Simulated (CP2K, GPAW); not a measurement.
A CP2K input for a self-consistent single point of GeTe (R3m, 2 atoms in the cell) (DFT PBE, GPW, DZVP-MOLOPT-SR-GTH basis, GTH-PBE potentials (GTH_POTENTIALS)):

```
&GLOBAL
  PROJECT bulk
  RUN_TYPE ENERGY_FORCE
  PRINT_LEVEL LOW
&END GLOBAL
&FORCE_EVAL
  METHOD Quickstep
  STRESS_TENSOR ANALYTICAL
  &DFT
    BASIS_SET_FILE_NAME BASIS_MOLOPT
    POTENTIAL_FILE_NAME GTH_POTENTIALS
    &QS
      METHOD GPW
      EPS_DEFAULT 1E-10
    &END QS
    &MGRID
      CUTOFF 400
      REL_CUTOFF 40
      NGRIDS 4
    &END MGRID
    &SCF
      SCF_GUESS ATOMIC
      EPS_SCF 1E-7
      MAX_SCF 100
      ADDED_MOS 4
      &DIAGONALIZATION
        ALGORITHM STANDARD
      &END DIAGONALIZATION
      &MIXING
        METHOD BROYDEN_MIXING
        ALPHA 0.3
        NBUFFER 8
        BETA 1.5
      &END MIXING
    &END SCF
    &KPOINTS
      SCHEME MONKHORST-PACK 8 8 8
      GAMMA_CENTERED T
    &END KPOINTS
    &XC
      &XC_FUNCTIONAL PBE
      &END XC_FUNCTIONAL
    &END XC
    &PRINT
      &MO
        EIGENVALUES T
        OCCUPATION_NUMBERS T
        NDIGITS 8
        FILENAME mo
        &EACH
          QS_SCF 0
        &END EACH
        ADD_LAST NUMERIC
      &END MO
      &MULLIKEN OFF
      &END MULLIKEN
    &END PRINT
  &END DFT
  &SUBSYS
    &CELL
      ABC 4.34818300 4.34818319 4.34818320
      ALPHA_BETA_GAMMA 56.81263724 56.81263190 56.81264756
      PERIODIC XYZ
    &END CELL
    &COORD
      SCALED
      Ge       0.99223000     0.99223000     0.99223000
      Te       0.52877700     0.52877700     0.52877700
    &END COORD
    &KIND Ge
      BASIS_SET DZVP-MOLOPT-SR-GTH-q4
      POTENTIAL GTH-PBE-q4
    &END KIND
    &KIND Te
      BASIS_SET DZVP-MOLOPT-SR-GTH-q6
      POTENTIAL GTH-PBE-q6
    &END KIND
  &END SUBSYS
  &PRINT
    &FORCES ON
    &END FORCES
    &STRESS_TENSOR ON
    &END STRESS_TENSOR
  &END PRINT
&END FORCE_EVAL
```

Problem. Translate this input to GPAW.

Solution. This is the input that was run; spellings and numerical settings could be chosen otherwise.

```python
from ase import Atoms
from ase.units import GPa
from gpaw import GPAW

atoms = Atoms(['Ge', 'Te'],
              cell=[[2.068523, 1.194262, 3.633407],
                    [-2.068523, 1.194262, 3.633407],
                    [0.000000, -2.388525, 3.633407]],
              positions=[[-0.000000, -0.000001, 10.815526],
                         [0.000000, -0.000001, 5.763786]],
              pbc=True)

calc = GPAW(mode={'name': 'pw', 'ecut': 600},
            xc='PBE',
            kpts={'size': (8, 8, 8), 'gamma': True},
            occupations={'name': 'fermi-dirac', 'width': 0.0},
            nbands=-6,
            convergence={'bands': -4},
            symmetry={'symmorphic': False, 'tolerance': 0.0005},
            maxiter=150)

atoms.calc = calc

energy = atoms.get_potential_energy()
print('Energy (eV):', round(energy, 6))
forces = atoms.get_forces()
print('Forces (eV/Ang):')
print(forces.round(5))
stress = atoms.get_stress()
print('Stress (GPa, Voigt):', (stress / GPa).round(4))
```

Basis, cutoffs, solver keys and any potentials are the target program's own. This input uses DFT PBE, plane waves, GPAW PAW datasets PBE (gpaw-data 1.0.1).

The starting cell comes from a database of computed structures (which also holds hypothetical and non-ambient phases and stackings), without a prior relaxation at this level. Its lattice was rescaled by a random factor within 2.5 % of one.
